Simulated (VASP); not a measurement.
# ZnS (F-43m) in VASP: further runs

Runs on ZnS. Level: PBE. Tasks: relaxation of cell and atoms.

Everything below comes from runs of VASP 6.6.1. Logs are shortened: lines on timing, memory, paths and dates and some standing lists are left out, and cuts for length are marked.

## (1) Starting point

The structure is cubic, space group F-43m (No. 216). The conventional cell has a = 5.404 Å, b = 5.404 Å, c = 5.404 Å, α = 90.00°, β = 90.00°, γ = 90.00°. Zn (site symmetry -43m) is surrounded by 4 S at 2.34 Å. Around S (site symmetry -43m) lie 4 Zn at 2.34 Å.

## (2) Relaxation of cell and atoms, PBE

The input, INCAR:

```
  ALGO = Normal
  EDIFF = 1E-6
  EDIFFG = -0.01
  ENCUT = 520
  GGA = PE
  IBRION = 2
  ISIF = 3
  ISMEAR = 0
  LASPH = True
  LCHARG = False
  LREAL = False
  LWAVE = False
  NELM = 120
  NSW = 90
  PREC = Accurate
  SIGMA = 0.1
```

The input, KPOINTS:

```
k-points
0
Gamma
  9 9 9
```

The input, POSCAR:

```
ZnS
1.0
    0.0000000000      2.7020000000      2.7020000000
    2.7020000000      0.0000000000      2.7020000000
    2.7020000000      2.7020000000      0.0000000000
Zn S
1 1
Direct
    0.7500000000      0.7500000000      0.7500000000
    0.0000000000      0.0000000000      0.0000000000
```

Potentials or basis: VASP PAW PBE potentials, release 64 (Zn, S).

On the command line:

```console
cat potpaw_PBE.64/Zn/POTCAR potpaw_PBE.64/S/POTCAR > POTCAR
mpirun -np 1 vasp_std > vasp.out
```

OUTCAR:

```text
EDIFF = 1E-6
   EDIFFG = -0.01
   ENCUT = 520
   GGA = PE
   IBRION = 2
   ISIF = 3
   ISMEAR = 0
   LASPH = True
   LREAL = False
   NELM = 120
   NSW = 90
   PREC = Accurate

 ion  position               nearest neighbor table
   1  0.750  0.750  0.750-   2 2.34   2 2.34   2 2.34   2 2.34
   2  0.000  0.000  0.000-   1 2.34   1 2.34   1 2.34   1 2.34

  LATTYP: Found a face centered cubic cell.
 ALAT       =     5.4040000000

  Lattice vectors:

 A1 = (   0.0000000000,   2.7020000000,   2.7020000000)
 A2 = (   2.7020000000,   0.0000000000,   2.7020000000)
 A3 = (   2.7020000000,   2.7020000000,   0.0000000000)

Analysis of symmetry for initial positions (statically):
=====================================================================
 Subroutine PRICEL returns:
 Original cell was already a primitive cell.

 Routine SETGRP: Setting up the symmetry group for a
 face centered cubic supercell.

 Subroutine GETGRP returns: Found 24 space group operations
 (whereof 24 operations were pure point group operations)
 out of a pool of 48 trial point group operations.

The static configuration has the point symmetry T_d .

Analysis of symmetry for dynamics (positions and initial velocities):
=====================================================================
 Subroutine PRICEL returns:
 Original cell was already a primitive cell.

 Routine SETGRP: Setting up the symmetry group for a
 face centered cubic supercell.

 Subroutine GETGRP returns: Found 24 space group operations
 (whereof 24 operations were pure point group operations)
 out of a pool of 48 trial point group operations.

The dynamic configuration has the point symmetry T_d .

 Subroutine INISYM returns: Found 24 space group operations
 (whereof 24 operations are pure point group operations),
 and found     1 'primitive' translations

----------------------------------------------------------------------------------------

                                     Primitive cell

  volume of cell :      39.4535

  direct lattice vectors                    reciprocal lattice vectors
     0.000000000  2.702000000  2.702000000    -0.185048113  0.185048113  0.185048113
     2.702000000  0.000000000  2.702000000     0.185048113 -0.185048113  0.185048113
     2.702000000  2.702000000  0.000000000     0.185048113  0.185048113 -0.185048113

  length of vectors
     3.821205046  3.821205046  3.821205046     0.320512733  0.320512733  0.320512733

  position of ions in fractional coordinates (direct lattice)
     0.750000000  0.750000000  0.750000000
     0.000000000  0.000000000  0.000000000

  ion indices of the primitive-cell ions
   primitive index   ion index
                 1           1
                 2           2

----------------------------------------------------------------------------------------

 KPOINTS: k-points

Automatic generation of k-mesh.
 Grid dimensions read from file:
 generate k-points for:    9    9    9

 Generating k-lattice:

  Cartesian coordinates                     Fractional coordinates (reciprocal lattice)
    -0.020560901  0.020560901  0.020560901     0.111111111  0.000000000  0.000000000
     0.020560901 -0.020560901  0.020560901     0.000000000  0.111111111  0.000000000
     0.020560901  0.020560901 -0.020560901     0.000000000  0.000000000  0.111111111

  Length of vectors
     0.035612526  0.035612526  0.035612526

  Shift w.r.t. Gamma in fractional coordinates (k-lattice)
     0.000000000  0.000000000  0.000000000

 Subroutine IBZKPT returns following result:
 ===========================================

 Found     35 irreducible k-points:

 Following reciprocal coordinates:
            Coordinates               Weight
  0.000000  0.000000  0.000000      1.000000
  0.111111  0.000000  0.000000      8.000000
  0.222222  0.000000  0.000000      8.000000
  0.333333  0.000000  0.000000      8.000000
  0.444444  0.000000  0.000000      8.000000
  0.111111  0.111111  0.000000      6.000000
[... 16 lines left out ...]
 -0.333333  0.333333  0.000000     12.000000
  0.444444  0.444444  0.000000      6.000000
 [... further k-points ...]
   k-points           NKPTS =     35   k-points in BZ     NKDIM =     35   number of bands    NBANDS=     13
   number of dos      NEDOS =    301   number of ions     NIONS =      2
   total plane-waves  NPLWV =  21952
   dimension x,y,z NGX =    28 NGY =   28 NGZ =   28
   dimension x,y,z NGXF=    56 NGYF=   56 NGZF=   56
   ions per type =               1   1
   NGX,Y,Z   is equivalent  to a cutoff of  12.18, 12.18, 12.18 a.u.
   NGXF,Y,Z  is equivalent  to a cutoff of  24.36, 24.36, 24.36 a.u.
 SYSTEM =  unknown system
   PREC   = accura    normal or accurate (medium, high low for compatibility)
   ISTART =      0    job   : 0-new  1-cont  2-samecut
   ICHARG =      2    charge: 1-file 2-atom 10-const
   ISPIN  =      1    spin polarized calculation?
   LNONCOLLINEAR =      F non collinear calculations
   LSORBIT =      F    spin-orbit coupling
   LASPH  =      T    aspherical Exc in radial PAW
   ENCUT  =  520.0 eV  38.22 Ry    6.18 a.u.   7.10  7.10  7.10*2*pi/ulx,y,z
   NELM   =    120;   NELMIN=  2; NELMDL= -5     # of ELM steps
   EDIFF  = 0.1E-05   stopping-criterion for ELM
   LREAL  =      F    real-space projection
   EDIFFG = -.1E-01   stopping-criterion for IOM
   NSW    =     90    number of steps for IOM
   IBRION =      2    ionic relax: 0-MD 1-quasi-New 2-CG
   NFREE  =      1    steps in history (QN), initial steepest desc. (CG)
   ISIF   =      3    stress and relaxation
   ISYM   =      2    0-nonsym 1-usesym 2-fastsym
   POTIM  = 0.5000    time-step for ionic-motion
   TEBEG  =    0.0;   TEEND  =   0.0 temperature during run
   PSTRESS=    0.0 pullay stress
   NELECT =      18.0000    total number of electrons
   NUPDOWN=      -1.0000    fix difference up-down
   EMIN   =  10.00;   EMAX   =-10.00  energy-range for DOS
   EFERMI =   0.00;   METHOD = LEGACY
   ISMEAR =     0;   SIGMA  =   0.10  broadening in eV -4-tet -1-fermi 0-gaus
   EFERMI_NEDOS =   21; number of points for ismear=-14 and -15
   IALGO  =     38    algorithm
   IMIX   =      4    mixing-type and parameters
     AMIX     =   0.40;   BMIX     =  1.00
     AMIX_MAG =   1.60;   BMIX_MAG =  1.00
  volume/ion in A,a.u.               =      19.73       133.12
  Fermi-wavevector in a.u.,A,eV,Ry     =   1.260290  2.381602 21.610537  1.588330
  Thomas-Fermi vector in A             =   2.393807
   LORBIT       =      0    0 simple, 1 ext, 2 COOP (PROOUT), +10 PAW based schemes
   GGA     = PE    functional components
   LHFCALC =     F    Hartree Fock is set to
   AEXX    =    0.0000 exact exchange contribution
   IVDW    =     0    specifies the selected vdW correction
   LEPSILON=     F    determine dielectric tensor
   LRPA    =     F    only Hartree local field effects (RPA)
 conjugate gradient relaxation of ions
 non-spin polarized calculation
 Gauss-broadening in eV      SIGMA  =   0.10
  energy-cutoff  :      520.00
  volume of cell :       39.45
 maximum number of plane-waves:      1073
   NGX = 15   NGY = 15   NGZ = 15

--------------------------------------- Ionic step        1  -------------------------------------------

 number of electron      18.0000000 magnetization

 Free energy of the ion-electron system (eV)
  ---------------------------------------------------
  ext. energy  EPLUGINS =         0.00000000
  ---------------------------------------------------
  free energy    TOTEN  =        -6.84725784 eV

  energy without entropy =       -6.84725784  energy(sigma->0) =       -6.84725784

------------------------ aborting loop because EDIFF is reached ----------------------------------------

  FORCE on cell =-STRESS in cart. coord.  units (eV):
  Direction    XX          YY          ZZ          XY          YZ          ZX
  --------------------------------------------------------------------------------------
  -------------------------------------------------------------------------------------
  Total        0.4370960      0.4370960      0.4370960     -0.0000000     -0.0000000      0.0000000
  in kB       17.7501250     17.7501250     17.7501250     -0.0000000     -0.0000000      0.0000000
  external PRESSURE =      17.7501250 kB  Pullay stress =       0.0000000 kB
[... 57 lines left out ...]
  energy  without entropy=       -6.8518580911  energy(sigma->0) =       -6.85185809

--------------------------------------- Ionic step        3  -------------------------------------------

 number of electron      17.9999987 magnetization

 Free energy of the ion-electron system (eV)
  ---------------------------------------------------
  ext. energy  EPLUGINS =         0.00000000
  ---------------------------------------------------
  free energy    TOTEN  =        -6.85235668 eV

  energy without entropy =       -6.85235668  energy(sigma->0) =       -6.85235668

 E-fermi :   2.3546     XC(G=0):  -9.5183

 val. band max:        1.8875549528   @ k =   0.0000   0.0000   0.0000
 cond. band min:       3.8986483033   @ k =   0.0000   0.0000   0.0000
 fundamental gap:      2.0110933505
 Fermi energy:         2.3546432020

 k-point     1 :       0.0000    0.0000    0.0000
  band No.  band energies     occupation
      1     -11.0897      2.00000
      2      -4.3594      2.00000
      3      -4.3594      2.00000
      4      -4.3594      2.00000
      5      -3.8890      2.00000
      6      -3.8890      2.00000
      7       1.8876      2.00000
      8       1.8876      2.00000
      9       1.8876      2.00000
     10       3.8986      0.00000
     11       8.2993      0.00000
     12       8.2993      0.00000
     13       8.2993      0.00000
[... 353 lines left out ...]
 k-point    24 :       0.4444    0.4444    0.0000
  band No.  band energies     occupation
      1      -9.9516      2.00000
      2      -4.3688      2.00000
      3      -4.0481      2.00000
      4      -4.0481      2.00000
      5      -3.8204      2.00000
      6      -3.7363      2.00000
      7      -2.4238      2.00000
      8      -0.1924      2.00000
      9      -0.1924      2.00000
     10       5.4080      0.00000
     11       6.0145      0.00000
     12      12.4530      0.00000
     13      13.2942      0.00000

 [... further k-points ...]

------------------------ aborting loop because EDIFF is reached ----------------------------------------

  FORCE on cell =-STRESS in cart. coord.  units (eV):
  Direction    XX          YY          ZZ          XY          YZ          ZX
  --------------------------------------------------------------------------------------
  -------------------------------------------------------------------------------------
  Total        0.0132752      0.0132752      0.0132752      0.0000000      0.0000000      0.0000000
  in kB        0.5264192      0.5264192      0.5264192      0.0000000      0.0000000      0.0000000
  external PRESSURE =       0.5264192 kB  Pullay stress =       0.0000000 kB
[... 17 lines left out ...]
  FREE ENERGIE OF THE ION-ELECTRON SYSTEM (eV)
  ---------------------------------------------------
  free  energy   TOTEN  =        -6.8523566835 eV

  energy  without entropy=       -6.8523566835  energy(sigma->0) =       -6.85235668

 reached required accuracy - stopping structural energy minimisation
```

Wall time 21 s (1 thread of Intel Xeon Platinum 8488C (Sapphire Rapids), shared host); peak memory 0.16 GiB.

Results:

| Item | Value |
| --- | --- |
| Free energy | -6.8524 eV |
| Relaxed volume | 20.20 Å³/atom |
| Relaxed cell | a = 3.852 Å, b = 3.852 Å, c = 3.852 Å, α = 60.00°, β = 60.00°, γ = 60.00° |
| Space group after relaxing (to 0.05 Å) | F-43m (No. 216) |
| Energy gained by relaxing | 2.5 meV/atom |
| Ionic steps | 3 |
| Pressure after relaxing | 0.1 GPa |
| Band gap on the k mesh | 2.01 eV, direct |

The path:
```tsv
step	energy change (eV)	largest force (eV/Å)	pressure (GPa)	volume (Å³)
1	0.0000	0.0000	1.78	39.45
2	-0.0046	0.0000	-0.51	40.71
3	-0.0051	0.0000	0.05	40.40
```

Final structure:
```yaml
crystal:
  lattice:
    - [0.00000, 2.72352, 2.72352]
    - [2.72352, 0.00000, 2.72352]
    - [2.72352, 2.72352, 0.00000]
  atoms:
    - { symbol: Zn, position: [0.75000, 0.75000, 0.75000] }
    - { symbol: S, position: [0.00000, 0.00000, 0.00000] }
```

## (3) Relaxation of cell and atoms, PBE

This run uses another cell than the first one, of 20.20 Å³/atom, 1.024 times its volume.

The input, INCAR:

```
  ALGO = Normal
  EDIFF = 1E-7
  EDIFFG = -0.005
  ENCUT = 520
  GGA = PE
  IBRION = 2
  ISIF = 3
  ISMEAR = 0
  LASPH = True
  LCHARG = False
  LREAL = False
  LWAVE = False
  NELM = 120
  NSW = 60
  POTIM = 0.3
  PREC = Accurate
  SIGMA = 0.1
```

KPOINTS is that of step 2.

The input, POSCAR:

```
ZnS                                     
1.0
   -0.0000000000      2.7235173905      2.7235173905
    2.7235173905     -0.0000000000      2.7235173905
    2.7235173905      2.7235173905      0.0000000000
  Zn              S             
     1     1
Direct
     0.7500000000000000    0.7500000000000000    0.7500000000000000
     0.0000000000000000    0.0000000000000000    0.0000000000000000
```

Potentials or basis: VASP PAW PBE potentials, release 64 (Zn, S).

On the command line:

```console
cat potpaw_PBE.64/Zn/POTCAR potpaw_PBE.64/S/POTCAR > POTCAR
mpirun -np 1 vasp_std > vasp.out
```

Wall time 13 s (1 thread of Intel Xeon Platinum 8488C (Sapphire Rapids), shared host); peak memory 0.17 GiB.

It converged, with:

* Free energy: -6.8526 eV
* Pressure after relaxing: 0.0 GPa
* Band gap on the k mesh: 2.01 eV, direct

Final structure:
```
Zn S
1.0
     0.00000    2.72352    2.72352
     2.72352    0.00000    2.72352
     2.72352    2.72352    0.00000
Zn S
1 1
Cartesian
  4.0853 4.0853 4.0853
  0.0000 0.0000 0.0000
```

Levels at points of the mesh, in eV from the valence-band top:
```
           k point  band 5  band 6  band 7  band 8  band 9  band 10  band 11  band 12  band 13
(0.00, 0.00, 0.00)   -5.78   -5.78    0.00    0.00    0.00     2.01     6.41     6.41     6.41
```

Caveat: the relaxation stopped at its first step, so nothing moved.
